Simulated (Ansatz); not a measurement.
Consider BeO in the wurtzite structure (space group P6_3mc, No. 186).

Space group P6₃mc (No. 186); a = 2.7117 Å, b = 2.7117 Å, c = 4.4043 Å, α = 90.00°, β = 90.00°, γ = 120.00°

```
atom  site  symmetry       x       y       z
----  ----  --------  ------  ------  ------
Be      2b       3m.  0.6667  0.3333  0.0015
O       2b       3m.  0.3333  0.6667  0.1237
```

Calculations: Kohn–Sham DFT with the PBE functional, run in Ansatz (a first-principles code) with PAW and 420 eV plane waves, scalar-relativistic without spin-orbit coupling, earlier PAW set.

Before the change:

* **Band gap**: 7.46 eV
* **Lattice parameter a**: 271.2 pm

Modification: cell and atoms relaxed at a pressure of 7.5 GPa.

Problem. Estimate the effect on the band gap.

Solution. The band gap increases by 0.35 eV to 7.81 eV.

Problem. Predict the new lattice parameter a.

Solution. The lattice parameter a falls by 3.03 pm to 268.1 pm.

Load acts through the strain it causes; cell and atoms are relaxed under it. Stability against distortions was not tested. Competing high-pressure phases were not computed.
